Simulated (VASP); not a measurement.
# NaI (Fm-3m) in VASP: further runs, part 3 of 3

VASP 6.6.1. Earlier steps stand in the parts before.

**5. Relaxation of cell and atoms, LDA**

This run uses another cell than the first one, of 33.90 Å³/atom, 0.974 times its volume.

The input, INCAR:

```
SYSTEM = NaI
ALGO     = Normal         ! electronic algorithm
EDIFF    = 1E-6           ! SCF threshold, eV
EDIFFG   = -0.01          ! ionic threshold
ENCUT    = 600            ! plane-wave cutoff, eV
GGA      = CA             ! functional
IBRION   = 2              ! ionic algorithm
ISIF     = 3              ! what is computed and relaxed
ISMEAR   = 0              ! smearing method
LASPH    = .TRUE.         ! aspherical terms in the spheres
LCHARG   = .FALSE.        ! write CHGCAR
LREAL    = .FALSE.        ! projectors in reciprocal space
LWAVE    = .FALSE.        ! write WAVECAR
NELM     = 80             ! most SCF steps
NSW      = 90             ! ionic steps
PREC     = Accurate       ! precision mode
SIGMA    = 0.03           ! smearing width, eV
```

The input, KPOINTS:

```
k-points
0
G
  8 8 8
  0 0 0
```

The input, POSCAR:

```
NaI
1.0
    0.0000000000      3.2364000000      3.2364000000
    3.2364000000      0.0000000000      3.2364000000
    3.2364000000      3.2364000000      0.0000000000
Na I
1 1
Direct
    0.0000000000      0.0000000000      0.0000000000
    0.5000000000      0.5000000000      0.5000000000
```

Potentials or basis: VASP PAW LDA potentials, release 64 (Na_pv, I).

Launch:

```bash
cat potpaw_LDA.64/Na_pv/POTCAR potpaw_LDA.64/I/POTCAR > POTCAR
mpirun -np 1 vasp_std > vasp.out
```

OUTCAR:

```text
SYSTEM = NaI
   EDIFF = 1E-6
   EDIFFG = -0.01
   ENCUT = 600
   GGA = CA
   IBRION = 2
   ISIF = 3
   ISMEAR = 0
   LASPH = .TRUE.
   LREAL = .FALSE.
   NELM = 80
   NSW = 90
   PREC = Accurate

 ion  position               nearest neighbor table
   1  0.000  0.000  0.000-
   2  0.500  0.500  0.500-

  LATTYP: Found a face centered cubic cell.
 ALAT       =     6.4728000000

  Lattice vectors:

 A1 = (   0.0000000000,   3.2364000000,   3.2364000000)
 A2 = (   3.2364000000,   0.0000000000,   3.2364000000)
 A3 = (   3.2364000000,   3.2364000000,   0.0000000000)

Analysis of symmetry for initial positions (statically):
=====================================================================
 Subroutine PRICEL returns:
 Original cell was already a primitive cell.

 Routine SETGRP: Setting up the symmetry group for a
 face centered cubic supercell.

 Subroutine GETGRP returns: Found 48 space group operations
 (whereof 48 operations were pure point group operations)
 out of a pool of 48 trial point group operations.

The static configuration has the point symmetry O_h .

Analysis of symmetry for dynamics (positions and initial velocities):
=====================================================================
 Subroutine PRICEL returns:
 Original cell was already a primitive cell.

 Routine SETGRP: Setting up the symmetry group for a
 face centered cubic supercell.

 Subroutine GETGRP returns: Found 48 space group operations
 (whereof 48 operations were pure point group operations)
 out of a pool of 48 trial point group operations.

The dynamic configuration has the point symmetry O_h .

 Subroutine INISYM returns: Found 48 space group operations
 (whereof 48 operations are pure point group operations),
 and found     1 'primitive' translations

----------------------------------------------------------------------------------------

                                     Primitive cell

  volume of cell :      67.7980

  direct lattice vectors                    reciprocal lattice vectors
     0.000000000  3.236400000  3.236400000    -0.154492646  0.154492646  0.154492646
     3.236400000  0.000000000  3.236400000     0.154492646 -0.154492646  0.154492646
     3.236400000  3.236400000  0.000000000     0.154492646  0.154492646 -0.154492646

  length of vectors
     4.576960773  4.576960773  4.576960773     0.267589113  0.267589113  0.267589113

  position of ions in fractional coordinates (direct lattice)
     0.000000000  0.000000000  0.000000000
     0.500000000  0.500000000  0.500000000

  ion indices of the primitive-cell ions
   primitive index   ion index
                 1           1
                 2           2

----------------------------------------------------------------------------------------

 KPOINTS: k-points

Automatic generation of k-mesh.
 Grid dimensions read from file:
 generate k-points for:    8    8    8

 Generating k-lattice:

  Cartesian coordinates                     Fractional coordinates (reciprocal lattice)
    -0.019311581  0.019311581  0.019311581     0.125000000  0.000000000  0.000000000
     0.019311581 -0.019311581  0.019311581     0.000000000  0.125000000  0.000000000
[... 52 lines left out ...]
   ISPIN  =      1    spin polarized calculation?
   LNONCOLLINEAR =      F non collinear calculations
   LSORBIT =      F    spin-orbit coupling
   LASPH  =      T    aspherical Exc in radial PAW
   ENCUT  =  600.0 eV  44.10 Ry    6.64 a.u.   9.14  9.14  9.14*2*pi/ulx,y,z
   NELM   =     80;   NELMIN=  2; NELMDL= -5     # of ELM steps
   EDIFF  = 0.1E-05   stopping-criterion for ELM
   LREAL  =      F    real-space projection
   EDIFFG = -.1E-01   stopping-criterion for IOM
   NSW    =     90    number of steps for IOM
   IBRION =      2    ionic relax: 0-MD 1-quasi-New 2-CG
   NFREE  =      1    steps in history (QN), initial steepest desc. (CG)
   ISIF   =      3    stress and relaxation
   ISYM   =      2    0-nonsym 1-usesym 2-fastsym
   POTIM  = 0.5000    time-step for ionic-motion
   TEBEG  =    0.0;   TEEND  =   0.0 temperature during run
   PSTRESS=    0.0 pullay stress
   NELECT =      14.0000    total number of electrons
   NUPDOWN=      -1.0000    fix difference up-down
   EMIN   =  10.00;   EMAX   =-10.00  energy-range for DOS
   EFERMI =   0.00;   METHOD = LEGACY
   ISMEAR =     0;   SIGMA  =   0.03  broadening in eV -4-tet -1-fermi 0-gaus
   EFERMI_NEDOS =   21; number of points for ismear=-14 and -15
   IALGO  =     38    algorithm
   IMIX   =      4    mixing-type and parameters
     AMIX     =   0.40;   BMIX     =  1.00
     AMIX_MAG =   1.60;   BMIX_MAG =  1.00
  volume/ion in A,a.u.               =      33.90       228.76
  Fermi-wavevector in a.u.,A,eV,Ry     =   0.967636  1.828567 12.739397  0.936319
  Thomas-Fermi vector in A             =   2.097538
   LORBIT       =      0    0 simple, 1 ext, 2 COOP (PROOUT), +10 PAW based schemes
   GGA     = CA    functional components
   LHFCALC =     F    Hartree Fock is set to
   AEXX    =    0.0000 exact exchange contribution
   IVDW    =     0    specifies the selected vdW correction
   LEPSILON=     F    determine dielectric tensor
   LRPA    =     F    only Hartree local field effects (RPA)
 conjugate gradient relaxation of ions
 non-spin polarized calculation
 Gauss-broadening in eV      SIGMA  =   0.03
  energy-cutoff  :      600.00
  volume of cell :       67.80
 maximum number of plane-waves:      2276
 NGX is ok and might be reduce to    40
   NGX = 19   NGY = 19   NGZ = 19

--------------------------------------- Ionic step        1  -------------------------------------------

 number of electron      14.0000003 magnetization

 Free energy of the ion-electron system (eV)
  ---------------------------------------------------
  ext. energy  EPLUGINS =         0.00000000
  ---------------------------------------------------
  free energy    TOTEN  =        -5.98189033 eV

  energy without entropy =       -5.98189033  energy(sigma->0) =       -5.98189033

------------------------ aborting loop because EDIFF is reached ----------------------------------------

  FORCE on cell =-STRESS in cart. coord.  units (eV):
  Direction    XX          YY          ZZ          XY          YZ          ZX
  --------------------------------------------------------------------------------------
  -------------------------------------------------------------------------------------
  Total       -0.6838353     -0.6838353     -0.6838353      0.0000000      0.0000000     -0.0000000
  in kB      -16.1601540    -16.1601540    -16.1601540      0.0000000      0.0000000     -0.0000000
  external PRESSURE =     -16.1601540 kB  Pullay stress =       0.0000000 kB
[... 95 lines left out ...]
--------------------------------------- Ionic step        4  -------------------------------------------

 number of electron      13.9999997 magnetization

 Free energy of the ion-electron system (eV)
  ---------------------------------------------------
  ext. energy  EPLUGINS =         0.00000000
  ---------------------------------------------------
  free energy    TOTEN  =        -6.01758260 eV

  energy without entropy =       -6.01758260  energy(sigma->0) =       -6.01758260

 E-fermi :   1.5160     XC(G=0):  -8.5041

 val. band max:        1.3644969105   @ k =   0.0000   0.0000   0.0000
 cond. band min:       4.9965020283   @ k =   0.0000   0.0000   0.0000
 fundamental gap:      3.6320051178
 Fermi energy:         1.5160371860

 k-point     1 :       0.0000    0.0000    0.0000
  band No.  band energies     occupation
      1     -20.9432      2.00000
      2     -20.9432      2.00000
      3     -20.9432      2.00000
      4     -10.0012      2.00000
      5       1.3645      2.00000
      6       1.3645      2.00000
      7       1.3645      2.00000
      8       4.9965      0.00000
      9       9.1558      0.00000
     10       9.1558      0.00000
     11       9.1558      0.00000
[... 309 lines left out ...]
 k-point    24 :      -0.3750    0.2500    0.1250
  band No.  band energies     occupation
      1     -20.9509      2.00000
      2     -20.9459      2.00000
      3     -20.9445      2.00000
      4      -9.5182      2.00000
      5      -0.9464      2.00000
      6       0.2325      2.00000
      7       0.7571      2.00000
      8       7.4120      0.00000
      9       7.6099      0.00000
     10       9.6702      0.00000
     11       9.8249      0.00000

 [... further k-points ...]

------------------------ aborting loop because EDIFF is reached ----------------------------------------

  FORCE on cell =-STRESS in cart. coord.  units (eV):
  Direction    XX          YY          ZZ          XY          YZ          ZX
  --------------------------------------------------------------------------------------
  -------------------------------------------------------------------------------------
  Total        0.0062751      0.0062751      0.0062751      0.0000000     -0.0000000     -0.0000000
  in kB        0.1638293      0.1638293      0.1638293      0.0000000     -0.0000000     -0.0000000
  external PRESSURE =       0.1638293 kB  Pullay stress =       0.0000000 kB
[... 17 lines left out ...]
  FREE ENERGIE OF THE ION-ELECTRON SYSTEM (eV)
  ---------------------------------------------------
  free  energy   TOTEN  =        -6.0175826015 eV

  energy  without entropy=       -6.0175826015  energy(sigma->0) =       -6.01758260

 reached required accuracy - stopping structural energy minimisation
```

It took 46 s on 1 thread of AMD EPYC 9R45 (Zen 5), shared host; peak memory 0.18 GiB.

Results:

```
Free energy                            : -6.0176 eV
Relaxed volume                         : 30.68 Å³/atom
Relaxed cell                           : a = 4.427 Å, b = 4.427 Å, c = 4.427 Å, α = 60.00°, β = 60.00°, γ = 60.00°
Space group after relaxing (to 0.05 Å) : Fm-3m (No. 225)
Energy gained by relaxing              : 17.8 meV/atom
Ionic steps                            : 4
Pressure after relaxing                : 0.0 GPa
Band gap on the k mesh                 : 3.63 eV, direct
```

The path:
```tsv
step	energy change (eV)	largest force (eV/Å)	pressure (GPa)	volume (Å³)
1	0.0000	0.0000	-1.62	67.80
2	-0.0265	0.0000	-0.91	64.50
3	-0.0356	0.0000	-0.12	61.75
4	-0.0357	0.0000	0.02	61.37
```

Final structure:
```cif
data_structure
_symmetry_space_group_name_H-M 'P 1'
_symmetry_Int_Tables_number 1
_cell_length_a 4.4274
_cell_length_b 4.4274
_cell_length_c 4.4274
_cell_angle_alpha 60.000
_cell_angle_beta 60.000
_cell_angle_gamma 60.000
_cell_volume 61.37
loop_
_atom_site_label
_atom_site_type_symbol
_atom_site_fract_x
_atom_site_fract_y
_atom_site_fract_z
_atom_site_occupancy
Na1 Na 0.00000 0.00000 0.00000 1
I1 I 0.50000 0.50000 0.50000 1
```

Caveat: spin-orbit coupling is left out, which moves the levels of the heavy elements. Zero-point motion and thermal expansion aren't in these numbers.

**6. Relaxation of cell and atoms, LDA**

This run uses another cell than the first one, of 30.68 Å³/atom, 0.882 times its volume.

Edit INCAR of step 5 so:

```diff
@@ -2,4 +2,4 @@
 ALGO     = Normal         ! electronic algorithm
-EDIFF    = 1E-6           ! SCF threshold, eV
-EDIFFG   = -0.01          ! ionic threshold
+EDIFF    = 1E-7           ! SCF threshold, eV
+EDIFFG   = -0.005         ! ionic threshold
 ENCUT    = 600            ! plane-wave cutoff, eV
```

KPOINTS is that of step 5.

The input, POSCAR:

```
NaI                                     
1.0
    0.0000000000      3.1306641862      3.1306641862
    3.1306641862      0.0000000000      3.1306641862
    3.1306641862      3.1306641862      0.0000000000
  Na              I             
     1     1
Direct
     0.0000000000000000    0.0000000000000000    1.0000000000000000
     0.5000000000000000    0.5000000000000000    0.5000000000000000
```

Potentials or basis: VASP PAW LDA potentials, release 64 (Na_pv, I).

Launch:

```bash
cat potpaw_LDA.64/Na_pv/POTCAR potpaw_LDA.64/I/POTCAR > POTCAR
mpirun -np 1 vasp_std > vasp.out
```

It took 12 s on 1 thread of AMD EPYC 9R45 (Zen 5), shared host; peak memory 0.15 GiB.

Results (log left out):

```yaml
Free_energy: -6.0171 eV
Pressure_after_relaxing: 0.0 GPa
Band_gap_on_the_k_mesh: 3.63 eV, direct
```

Final structure:
```
Na I
1.0
     0.00000    3.13066    3.13066
     3.13066    0.00000    3.13066
     3.13066    3.13066    0.00000
Na I
1 1
Direct
  0.00000 0.00000 0.00000
  0.50000 0.50000 0.50000
```

Levels at points of the mesh, in eV from the valence-band top:
```
           k point  band 4  band 5  band 6  band 7  band 8  band 9  band 10  band 11
(0.00, 0.00, 0.00)  -11.37    0.00    0.00    0.00    3.63    7.79     7.79     7.79
(0.50, 0.00, 0.00)  -10.94   -2.63   -0.36   -0.36    4.89    7.36     7.36     9.21
(0.50, 0.50, 0.00)  -10.84   -2.30   -0.91   -0.91    4.33    5.18    10.28    11.64
```

Caveat: the relaxation stopped at its first step, so nothing moved; spin-orbit coupling is left out, which moves the levels of the heavy elements. As with any semilocal functional, this LDA gap is likely too small.

**7. Summary**

| level | potentials or basis | gap on the mesh (eV) | pressure (GPa) |
| --- | --- | --- | --- |
| PBE | VASP PAW PBE potentials, release 64 (Na_pv, I) | 3.57 | 0.0 |
| PBE+D3(BJ) | VASP PAW PBE potentials, release 64 (Na_pv, I) | 3.78 | 0.0 |
| LDA | VASP PAW LDA potentials, release 64 (Na_pv, I) | 3.63 | 0.0 |

Alike in all rows: task relaxation of cell and atoms; no spin polarisation; cell relaxed; k mesh 8 × 8 × 8; cutoff (eV) 600; smearing gaussian 0.03 eV.

Caveats: the relaxation stopped at its first step, so nothing moved; spin-orbit coupling is left out, which moves the levels of the heavy elements.

Absolute energies hang on the potentials; compare differences alone.
